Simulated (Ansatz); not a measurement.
## Band edges of GaN (F-43m)

```yaml
crystal:
  lattice:
    - [0.00000, 2.24913, 2.24913]
    - [2.24913, 0.00000, 2.24913]
    - [2.24913, 2.24913, 0.00000]
  atoms:
    - { symbol: Ga, position: [0.00000, 0.00000, 0.00000] }
    - { symbol: N, position: [0.25000, 0.25000, 0.25000] }
```

Level of theory, where no other is named: PBEsol, all-electron LAPW in Ansatz 0.2.0, with spin-orbit coupling. k mesh 8×8×8, fixed occupations, basis error target 1 meV/atom. The cell was relaxed by PAW under this functional. This phase needn't be the one found at ambient conditions.

Extrema are searched on a 12×12×12 mesh and refined by Newton steps; masses come from band slopes 0.005 Å⁻¹ away, 1/m* = (1/ħ²) d²E/dk², negative for holes (the finite step makes the lightest masses up to about 3 % heavy). k is in units of the reciprocal vectors.

(1) Where are the band edges, and is the gap direct?

(2) What are the electron masses at the edge?

(3) Several bands lie at or near the hole edge, or its surface isn't an ellipsoid. What are the masses by direction?

(4) What gap does PAW give in the same cell?

(5) What does spin-orbit coupling change?

(6) Cells strained by ±0.5 % (all lengths, zz alone, equal engineering shears γ in yz, zx, xy; ions relaxed) give deformation potentials. How do the edge levels move, in eV per unit strain against the centre of the top valence set?

Results:

(1) The valence maximum lies at Gamma (0.000, 0.000, 0.000) and the conduction minimum at Gamma (0.000, 0.000, 0.000), so the Kohn-Sham gap of 1.713 eV is direct.

(2) The principal masses are 0.155, 0.155, 0.155 mₑ. One valley has a density-of-states mass (m₁m₂m₃)^(1/3) = 0.155; the direction-averaged conductivity mass 3/Σ(1/mᵢ) is 0.155 mₑ.

(3) 

```csv
direction,branch from the edge (spin pairs averaged),its level at the point (eV from the edge),m*/mₑ
100,1,0.000,-0.88
100,2,0.000,-0.223
100,3,-0.012,-0.336
110,1,0.000,-1.56
110,2,0.000,-0.203
110,3,-0.012,-0.329
111,1,0.000,-1.97
111,2,0.000,-0.199
111,3,-0.012,-0.327
11-2,1,0.000,-1.55
11-2,2,0.000,-0.204
11-2,3,-0.012,-0.329
```

(4) 1.698 eV, -15 meV from the LAPW value.

(5) The gap goes from 1.717 to 1.713 eV. The valence levels at the maximum lie at 0.000, 0.000, -0.012 eV (pairs).

(6) 

| point | k | side | bands | level (eV) | d/dlnV | d/dε_zz | d/dγ | split/ε_zz | split/γ |
| --- | --- | --- | --- | --- | --- | --- | --- | --- | --- |
| Gamma | 0.00 0.00 0.00 | valence | 4 | 0.000 | 0.00 | 0.00 | 0.00* | 2.67 | 5.31 |
| Gamma | 0.00 0.00 0.00 | conduction | 2 | 1.713 | -6.38 | -6.59 | -0.68* | – | – |
| X | 0.50 0.50 0.00 | conduction | 2 | 3.220 | -0.25 | 3.86 | -0.68* | – | – |
| X | 0.50 0.00 0.50 | conduction | 2 | 3.220 | -0.25 | -2.62 | -0.68* | – | – |
| L | 0.00 0.50 0.00 | conduction | 2 | 4.598 | -6.79 | -7.00 | -5.28 | – | – |
| L | 0.50 0.50 0.50 | conduction | 2 | 4.598 | -6.79 | -7.00 | 13.13 | – | – |

At this strain the splittings aren't small against the spin-orbit gap, so the split-off band mixes in and the linear formulas for b and d don't apply.

Sets with another level within 0.15 eV are left out, since it mixes in under strain; the reference set stays in any case. Entries marked * vanish by symmetry to first order; what they show is the residue of the finite step. These cells use a basis error target of 0.5 meV/atom.

Caveats: semilocal gaps are low, and what follows the gap (onsets, screening, light masses) shifts with it; the frozen-core PAW files of the compared runs were fitted under PBE, their cores solved anew for this functional.
